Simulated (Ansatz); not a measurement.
# KF: the cell at several levels of theory

One table from this session's results is given with a row withheld; the runs are named, their logs left out.

Code: Ansatz 0.2.0. PAW datasets, plane waves, zero pressure. The values are computed, spin-unpolarised, and not measurements.

### Starting point

The symmetry is Fm-3m (No. 225, cubic); a = 5.344 Å in the conventional setting, 19.07 Å³ an atom. K has 6 F at 2.67 Å; F has 6 K at 2.67 Å.

Coordinates:

```cif
data_structure
_symmetry_space_group_name_H-M 'Fm-3m'
_symmetry_Int_Tables_number 225
_cell_length_a 5.3437
_cell_length_b 5.3437
_cell_length_c 5.3437
_cell_angle_alpha 90.000
_cell_angle_beta 90.000
_cell_angle_gamma 90.000
_cell_volume 152.59
loop_
_atom_site_label
_atom_site_type_symbol
_atom_site_symmetry_multiplicity
_atom_site_Wyckoff_symbol
_atom_site_fract_x
_atom_site_fract_y
_atom_site_fract_z
_atom_site_occupancy
K1 K 4 a 0.00000 0.00000 0.00000 1
F1 F 4 b 0.50000 0.00000 0.00000 1
```

Set-up of the first run:

File input.yaml:

```yaml
crystal:
  lattice:
    - [0.0, 2.67185, 2.67185]
    - [2.67185, 0.0, 2.67185]
    - [2.67185, 2.67185, 0.0]
  atoms:
    - { symbol: K, position: [0.0, 0.0, 0.0] }
    - { symbol: F, position: [0.5, 0.5, 0.5] }
kpoints:
  mp_grid: { grid: [8, 8, 8] }
hamiltonian:
  xc: pbe
scf:
  occupations: { method: fermi_dirac, width: 0.02 }
relax:
  f_tol: 0.005
  cell: {}
```

Launch:

```sh
ansatz run input.yaml --threads 2 --pin off --max-ram 2211MiB --backend cpu --events-out ev --progress --plain --runs-dir out
```

Among the steps run: PBE: cell and atoms; r2SCAN: cell and atoms; Relaxation with PBEsol; LDA: cell and atoms; Relaxing with HSE06.

One table of the session follows, with a row left open; its other results are not shown here.

It belongs to the step «The cells side by side». 

| level | a (Å) | volume (Å³/atom) |
| --- | --- | --- |
| PBE | ? | ? |
| r2SCAN | 5.318 | 18.799 |
| PBEsol | 5.307 | 18.684 |
| LDA | 5.162 | 17.196 |
| HSE06 | 5.369 | 19.351 |

**Question.** Estimate the row for PBE.

The run gave: a (Å): 5.419; volume (Å³/atom): 19.889. In the column «a (Å)» it is the highest.

From the start to the first minimum the volume moved by +4.3 %. The volume runs from LDA (least) to PBE (most), a spread of 15.7 %, or 5.0 % in length if all axes shared it alike. The meshes differ: PBE 8×8×8, r2SCAN 8×8×8, PBEsol 8×8×8, LDA 8×8×8, HSE06 6×6×6.
